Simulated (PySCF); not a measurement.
# Spin–spin coupling constants

Cartesian coordinates in Å; atom numbers follow the order of the lines, from 1:
```xyz
9

O    -2.210   -1.088   -0.216
C    -1.112   -0.638   -0.280
C    -0.675    0.769   -0.515
C     0.654    0.792   -0.506
C     1.135   -0.599   -0.262
O     2.247   -1.011   -0.178
O     0.024   -1.395   -0.139
H    -1.381    1.564   -0.658
H     1.333    1.611   -0.639
```

Method: B3LYP/pcJ-1//GFN2-xTB, PySCF; isolated molecule, single conformer, non-relativistic. Couplings are averaged over pairs made equivalent by symmetry, fast rotation or ring inversion, so a value needn't be that of the named pair in this geometry, while other rotamers aren't included; one pair stands for each set, and the list holds those of at least 1.5 Hz over up to four bonds.

Isotopes: ¹³C, ¹H, ¹⁷O. Couplings to quadrupolar nuclei such as 17O and 33S are rarely resolved in practice.

```tsv
pair	bonds	J (Hz)
O1, C2	1	21.6
C2, C3	1	64.7
C2, O7	1	30.7
C3, C4	1	74.4
C3, H8	1	192.8
O1, C3	2	-4.0
O1, O7	2	?
C2, C5	2	?
C2, H8	2	7.3
C3, H9	2	?
O1, C4	3	-3.3
C2, H9	3	?
H8, H9	3	6.1
```

**Question.** Estimate the withheld couplings, with signs.

**Answer.** 
- ²J(O1,O7) = -1.8 Hz (angle at C2 123°)
- ²J(C2,C5) = 9.8 Hz (angle at O7 110°)
- ²J(C3,H9) = 4.1 Hz (angle at C4 130°)
- ³J(C2,H9) = 14.9 Hz (dihedral angle 180°)
